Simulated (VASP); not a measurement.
# Ir (Cmce) in VASP: notebook

The runs below take Ir through single point, with PBEsol.

Everything below comes from runs of VASP 6.6.1. Logs are shortened: lines on timing, memory, paths and dates and some standing lists are left out, and cuts for length are marked.

## (1) Starting point

Symmetry: Cmce, No. 64, orthorhombic system. Conventional cell: a = 5.127 Å, b = 3.389 Å, c = 6.912 Å, α = 90.00°, β = 90.00°, γ = 90.00°. Around Ir (site symmetry m) lie 1 Ir at 1.91 Å.

The cell was built by a generator and needn't be a form met in nature.

## (2) Single point, PBEsol

INCAR

```
SYSTEM = Ir
ALGO = Normal
EDIFF = 1E-6
ENCUT = 520
GGA = PS
ISIF = 2
ISMEAR = 0
LASPH = .True.
LCHARG = .True.
LELF = .True.
LREAL = .False.
LVHAR = .True.
LWAVE = .False.
NBANDS = 26
NELM = 100
PREC = Accurate
SIGMA = 0.1
```

KPOINTS

```
k-points
0
Gamma
  6 6 4
  0 0 0
```

POSCAR

```
Ir
1.0
    2.5637447771     -1.6944391738      0.0000000000
    2.5637447771      1.6944391738      0.0000000000
    0.0000000000      0.0000000000      6.9120396747
Ir
4
Direct
    0.8500000000      0.1500000000      0.1170000000
    0.6500000000      0.3500000000      0.6170000000
    0.1500000000      0.8500000000      0.8830000000
    0.3500000000      0.6500000000      0.3830000000
```

Potentials or basis: VASP PAW PBE potentials, release 64 (Ir).

On the command line:

```console
> cat potpaw_PBE.64/Ir/POTCAR > POTCAR
> mpirun -np 1 vasp_std > vasp.out
```

OUTCAR:

```text
SYSTEM = Ir
   EDIFF = 1E-6
   ENCUT = 520
   GGA = PS
   ISIF = 2
   ISMEAR = 0
   LASPH = .True.
   LREAL = .False.
   NELM = 100
   PREC = Accurate

 ion  position               nearest neighbor table
   1  0.850  0.150  0.117-   3 1.91   4 2.50   4 2.50   3 2.87   3 3.11   3 3.11   4 3.15   4 3.15

   2  0.650  0.350  0.617-   4 1.91   3 2.50   3 2.50   4 2.87   4 3.11   4 3.11   3 3.15   3 3.15

   3  0.150  0.850  0.883-   1 1.91   2 2.50   2 2.50   1 2.87   1 3.11   1 3.11   2 3.15   2 3.15

   4  0.350  0.650  0.383-   2 1.91   1 2.50   1 2.50   2 2.87   2 3.11   2 3.11   1 3.15   1 3.15

  LATTYP: Found a base centered orthorhombic cell.
 ALAT       =     3.3888783476
 B/A-ratio  =     1.5130344109
 C/A-ratio  =     2.0396246090

  Lattice vectors:

 A1 = (  -2.5637447771,  -1.6944391738,   0.0000000000)
 A2 = (   2.5637447771,  -1.6944391738,   0.0000000000)
 A3 = (   0.0000000000,   0.0000000000,   6.9120396747)

Analysis of symmetry for initial positions (statically):
=====================================================================
 Subroutine PRICEL returns:
 Original cell was already a primitive cell.

 Routine SETGRP: Setting up the symmetry group for a
 base centered orthorhombic supercell.

 Subroutine GETGRP returns: Found  8 space group operations
 (whereof  4 operations were pure point group operations)
 out of a pool of  8 trial point group operations.

The static configuration has the point symmetry C_2h.
 The point group associated with its full space group is D_2h.

Analysis of symmetry for dynamics (positions and initial velocities):
=====================================================================
 Subroutine PRICEL returns:
 Original cell was already a primitive cell.

 Routine SETGRP: Setting up the symmetry group for a
 base centered orthorhombic supercell.

 Subroutine GETGRP returns: Found  8 space group operations
 (whereof  4 operations were pure point group operations)
 out of a pool of  8 trial point group operations.

The dynamic configuration has the point symmetry C_2h.
 The point group associated with its full space group is D_2h.

 Subroutine INISYM returns: Found  8 space group operations
 (whereof  4 operations are pure point group operations),
 and found     1 'primitive' translations

----------------------------------------------------------------------------------------

                                     Primitive cell

  volume of cell :      60.0533

  direct lattice vectors                    reciprocal lattice vectors
     2.563744777 -1.694439174  0.000000000     0.195027213 -0.295082885  0.000000000
     2.563744777  1.694439174  0.000000000     0.195027213  0.295082885  0.000000000
     0.000000000  0.000000000  6.912039675     0.000000000  0.000000000  0.144675095

  length of vectors
     3.073094759  3.073094759  6.912039675     0.353708246  0.353708246  0.144675095

  position of ions in fractional coordinates (direct lattice)
     0.850000000  0.150000000  0.117000000
     0.650000000  0.350000000  0.617000000
     0.150000000  0.850000000  0.883000000
     0.350000000  0.650000000  0.383000000

  ion indices of the primitive-cell ions
   primitive index   ion index
                 1           1
                 2           2
                 3           3
                 4           4

----------------------------------------------------------------------------------------

 KPOINTS: k-points

Automatic generation of k-mesh.
 Grid dimensions read from file:
 generate k-points for:    6    6    4

 Generating k-lattice:

  Cartesian coordinates                     Fractional coordinates (reciprocal lattice)
     0.032504536 -0.049180481  0.000000000     0.166666667  0.000000000  0.000000000
     0.032504536  0.049180481  0.000000000     0.000000000  0.166666667  0.000000000
     0.000000000  0.000000000  0.036168774     0.000000000  0.000000000  0.250000000

  Length of vectors
     0.058951374  0.058951374  0.036168774

  Shift w.r.t. Gamma in fractional coordinates (k-lattice)
     0.000000000  0.000000000  0.000000000

 Subroutine IBZKPT returns following result:
 ===========================================

 Found     39 irreducible k-points:

 Following reciprocal coordinates:
            Coordinates               Weight
  0.000000  0.000000  0.000000      1.000000
  0.166667 -0.000000  0.000000      4.000000
  0.333333  0.000000  0.000000      4.000000
  0.500000 -0.000000  0.000000      2.000000
  0.166667  0.166667  0.000000      2.000000
  0.333333  0.166667  0.000000      4.000000
[... 16 lines left out ...]
  0.333333  0.333333  0.250000      4.000000
  0.500000  0.333333  0.250000      8.000000
 [... further k-points ...]
   k-points           NKPTS =     39   k-points in BZ     NKDIM =     39   number of bands    NBANDS=     26
   number of dos      NEDOS =    301   number of ions     NIONS =      4
   total plane-waves  NPLWV =  31104
   dimension x,y,z NGX =    24 NGY =   24 NGZ =   54
   dimension x,y,z NGXF=    48 NGYF=   48 NGZF=  108
   ions per type =               4
   NGX,Y,Z   is equivalent  to a cutoff of  12.98, 12.98, 12.99 a.u.
   NGXF,Y,Z  is equivalent  to a cutoff of  25.97, 25.97, 25.98 a.u.
 SYSTEM =  Ir
   PREC   = accura    normal or accurate (medium, high low for compatibility)
   ISTART =      0    job   : 0-new  1-cont  2-samecut
   ICHARG =      2    charge: 1-file 2-atom 10-const
   ISPIN  =      1    spin polarized calculation?
   LNONCOLLINEAR =      F non collinear calculations
   LSORBIT =      F    spin-orbit coupling
   LASPH  =      T    aspherical Exc in radial PAW
   ENCUT  =  520.0 eV  38.22 Ry    6.18 a.u.   5.71  5.71 12.85*2*pi/ulx,y,z
   NELM   =    100;   NELMIN=  2; NELMDL= -5     # of ELM steps
   EDIFF  = 0.1E-05   stopping-criterion for ELM
   LREAL  =      F    real-space projection
   EDIFFG = 0.1E-04   stopping-criterion for IOM
   NSW    =      0    number of steps for IOM
   IBRION =     -1    ionic relax: 0-MD 1-quasi-New 2-CG
   NFREE  =      0    steps in history (QN), initial steepest desc. (CG)
   ISIF   =      2    stress and relaxation
   ISYM   =      2    0-nonsym 1-usesym 2-fastsym
   POTIM  = 0.5000    time-step for ionic-motion
   TEBEG  =    0.0;   TEEND  =   0.0 temperature during run
   PSTRESS=    0.0 pullay stress
   NELECT =      36.0000    total number of electrons
   NUPDOWN=      -1.0000    fix difference up-down
   EMIN   =  10.00;   EMAX   =-10.00  energy-range for DOS
   EFERMI =   0.00;   METHOD = LEGACY
   ISMEAR =     0;   SIGMA  =   0.10  broadening in eV -4-tet -1-fermi 0-gaus
   EFERMI_NEDOS =   21; number of points for ismear=-14 and -15
   IALGO  =     38    algorithm
   IMIX   =      4    mixing-type and parameters
     AMIX     =   0.40;   BMIX     =  1.00
     AMIX_MAG =   1.60;   BMIX_MAG =  1.00
  volume/ion in A,a.u.               =      15.01       101.31
  Fermi-wavevector in a.u.,A,eV,Ry     =   1.380374  2.608528 25.924969  1.905431
  Thomas-Fermi vector in A             =   2.505257
   LORBIT       =      0    0 simple, 1 ext, 2 COOP (PROOUT), +10 PAW based schemes
   GGA     = PS    functional components
   LHFCALC =     F    Hartree Fock is set to
   AEXX    =    0.0000 exact exchange contribution
   IVDW    =     0    specifies the selected vdW correction
   LEPSILON=     F    determine dielectric tensor
   LRPA    =     F    only Hartree local field effects (RPA)
 non-spin polarized calculation
 Gauss-broadening in eV      SIGMA  =   0.10
  energy-cutoff  :      520.00
  volume of cell :       60.05
 maximum number of plane-waves:      1650
   NGX = 11   NGY = 11   NGZ = 25

 number of electron      35.9999999 magnetization

 Free energy of the ion-electron system (eV)
  ---------------------------------------------------
  ext. energy  EPLUGINS =         0.00000000
  ---------------------------------------------------
  free energy    TOTEN  =       -27.10932644 eV

  energy without entropy =      -27.08896565  energy(sigma->0) =      -27.09914604

 E-fermi :   9.7145     XC(G=0): -13.5585

 val. band max:        9.7073179002   @ k =   0.3333   0.0000   0.0000
 cond. band min:       9.7146491549   @ k =   0.3333   0.0000   0.5000
 fundamental gap:      0.0073312547
 Fermi energy:         9.7145476591

 k-point     1 :       0.0000    0.0000    0.0000
  band No.  band energies     occupation
      1      -1.0112      2.00000
      2       0.5645      2.00000
      3       0.7315      2.00000
      4       2.2686      2.00000
      5       2.5909      2.00000
      6       2.8771      2.00000
[... 18 lines left out ...]
     25      20.0678      0.00000
     26      21.6599      0.00000

 k-point     2 :       0.1667   -0.0000    0.0000
  band No.  band energies     occupation
      1      -0.2972      2.00000
      2       0.9313      2.00000
      3       1.1291      2.00000
      4       2.3049      2.00000
      5       2.4306      2.00000
      6       2.8848      2.00000
[... 18 lines left out ...]
     25      18.7462      0.00000
     26      20.6931      0.00000

 k-point     3 :       0.3333    0.0000    0.0000
  band No.  band energies     occupation
      1       1.3096      2.00000
      2       1.4764      2.00000
      3       1.8123      2.00000
      4       1.9638      2.00000
      5       2.3490      2.00000
      6       2.4050      2.00000
[... 18 lines left out ...]
     25      17.6080      0.00000
     26      17.9838      0.00000

 k-point     4 :       0.5000   -0.0000    0.0000
  band No.  band energies     occupation
      1       1.3382      2.00000
      2       1.3382      2.00000
      3       2.0266      2.00000
      4       2.0266      2.00000
      5       3.1802      2.00000
      6       3.1802      2.00000
[... 18 lines left out ...]
     25      16.7006      0.00000
     26      16.7006      0.00000
[... 496 lines left out ...]
      1       0.8650      2.00000
      2       1.4869      2.00000
      3       1.9110      2.00000
      4       2.2437      2.00000
      5       2.3886      2.00000
      6       2.5547      2.00000
[... 18 lines left out ...]
     25      17.3127      0.00000
     26      19.1858      0.00000

 k-point    23 :       0.3333    0.3333    0.2500
  band No.  band energies     occupation
      1       0.8750      2.00000
      2       0.9786      2.00000
      3       1.1890      2.00000
      4       2.1772      2.00000
      5       2.4580      2.00000
      6       2.6647      2.00000
[... 18 lines left out ...]
     25      17.3700      0.00000
     26      18.2296      0.00000

 k-point    24 :       0.5000    0.3333    0.2500
  band No.  band energies     occupation
      1       0.9717      2.00000
      2       1.1998      2.00000
      3       1.6447      2.00000
      4       1.9745      2.00000
      5       2.3717      2.00000
      6       2.8695      2.00000
[... 18 lines left out ...]
     25      14.9790      0.00000
     26      16.2796      0.00000

 [... further k-points ...]

------------------------ aborting loop because EDIFF is reached ----------------------------------------

  FORCE on cell =-STRESS in cart. coord.  units (eV):
  Direction    XX          YY          ZZ          XY          YZ          ZX
  --------------------------------------------------------------------------------------
  -------------------------------------------------------------------------------------
  Total       -4.8422853     26.7998632     58.1353046      0.0000000     -0.0000000      0.0000000
  in kB     -129.1885335    715.0002114   1551.0062398      0.0000000     -0.0000000      0.0000000
  external PRESSURE =     712.2726392 kB  Pullay stress =       0.0000000 kB

 VOLUME and BASIS-vectors are now :
 -----------------------------------------------------------------------------
  energy-cutoff  :      520.00
  volume of cell :       60.05
      direct lattice vectors                 reciprocal lattice vectors
     2.563744777 -1.694439174  0.000000000     0.195027213 -0.295082885  0.000000000
     2.563744777  1.694439174  0.000000000     0.195027213  0.295082885  0.000000000
     0.000000000  0.000000000  6.912039675     0.000000000  0.000000000  0.144675095

 POSITION                                       TOTAL-FORCE (eV/Angst)
 -----------------------------------------------------------------------------------
      2.56374     -1.18611      0.80871         0.000000      9.677990     13.592784
      2.56374     -0.50833      4.26473         0.000000     -9.677990     13.592784
      2.56374      1.18611      6.10333         0.000000     -9.677990    -13.592784
      2.56374      0.50833      2.64731         0.000000      9.677990    -13.592784
 -----------------------------------------------------------------------------------
    total drift:                               -0.000000     -0.000000      0.000000

  FREE ENERGIE OF THE ION-ELECTRON SYSTEM (eV)
  ---------------------------------------------------
  free  energy   TOTEN  =       -27.1093264377 eV

  energy  without entropy=      -27.0889656521  energy(sigma->0) =      -27.09914604
```

It took 19 s on 1 thread of Intel Xeon 6975P-C (Granite Rapids), shared host; peak memory 0.2 GiB.

Results:

```
Free energy            : -27.1093 eV
Pressure               : 71.2 GPa
Largest force          : 16.686 eV/Å
Band gap on the k mesh : none (metal or under the smearing width)
```

Forces on the atoms (eV/Å):
```
Ir    0.000   9.678  13.593
Ir    0.000  -9.678  13.593
Ir    0.000  -9.678 -13.593
Ir    0.000   9.678 -13.593
```

Stress tensor (GPa, compression positive):
```
-12.92   0.00   0.00
  0.00  71.50   0.00
  0.00   0.00 155.10
```

Caveat: the k mesh is coarse (spacing up to 0.37 Å⁻¹), so the values aren't converged; a pressure of tens of GPa on the cell as given is suspect, and the run, the potentials or the cell itself is likely at fault; the PAW data sets were made with another functional, which shifts forces and pressure a little.

## (3) Single point, PBEsol

This run uses another cell than the first one: it holds 12 atoms, not 4.

INCAR

```
SYSTEM = Ir
PREC = Accurate ; ENCUT = 520
EDIFF = 1E-6 ; ISMEAR = 0
SIGMA = 0.1 ; LREAL = .FALSE.
LASPH = .TRUE. ; NELM = 100
ALGO = Fast ; ISIF = 2
LWAVE = .FALSE. ; LCHARG = .FALSE.
GGA = PS ; NBANDS = 66
```

KPOINTS

```
Automatic mesh
0
G
  3 3 3
  0 0 0
```

POSCAR

```
Ir
1.0
    3.5012296822      2.0214358995      5.5079415717
   -3.5012296822      2.0214358995      5.5079415717
    0.0000000000     -4.0428717990      5.5079415717
Ir
12
Direct
    0.0121211772      0.6592711270      0.0121211772
    0.0121211772      0.0121211772      0.6592711270
    0.6592711270      0.0121211772      0.0121211772
    0.9878788228      0.3407288730      0.9878788228
    0.3407288730      0.9878788228      0.9878788228
    0.9878788228      0.9878788228      0.3407288730
    0.2407368698      0.5986003094      0.2407368698
    0.2407368698      0.2407368698      0.5986003094
    0.5986003094      0.2407368698      0.2407368698
    0.7592631302      0.4013996906      0.7592631302
    0.4013996906      0.7592631302      0.7592631302
    0.7592631302      0.7592631302      0.4013996906
```

Potentials or basis: VASP PAW PBE potentials, release 64 (Ir).

On the command line:

```console
> cat potpaw_PBE.64/Ir/POTCAR > POTCAR
> mpirun -np 1 vasp_std > vasp.out
```

Run time: 2.1 min. Hardware: 1 thread of Intel Xeon 6975P-C (Granite Rapids), shared host; peak memory 0.4 GiB.

Results (log left out):

| Quantity | Value |
| --- | --- |
| Free energy | -106.1980 eV |
| Pressure | 0.4 GPa |
| Largest force | 0.086 eV/Å |
| Band gap on the k mesh | none (metal or under the smearing width) |

Forces in eV/Å, atoms in the order of the input:
```
Ir   0.048 -0.028 -0.065
Ir   0.000  0.056 -0.065
Ir  -0.048 -0.028 -0.065
Ir  -0.048  0.028  0.065
Ir   0.048  0.028  0.065
Ir   0.000 -0.056  0.065
Ir   0.017 -0.010  0.004
Ir   0.000  0.020  0.004
Ir  -0.017 -0.010  0.004
Ir  -0.017  0.010 -0.004
Ir   0.017  0.010 -0.004
Ir   0.000 -0.020 -0.004
```

Stress tensor (GPa, compression positive):
```
0.60 0.00 0.00
0.00 0.60 0.00
0.00 0.00 0.14
```

Levels at points of the mesh, in eV from the Fermi level:
```csv
k point,band 50,band 51,band 52,band 53,band 54,band 55,band 56,band 57
"(0.00, 0.00, 0.00)",-0.67,-0.08,0.02,0.02,0.23,0.23,0.31,0.32
```

Caveat: the k mesh is coarse (spacing up to 0.37 Å⁻¹), so the values aren't converged; the PAW data sets were made with another functional, which shifts forces and pressure a little.
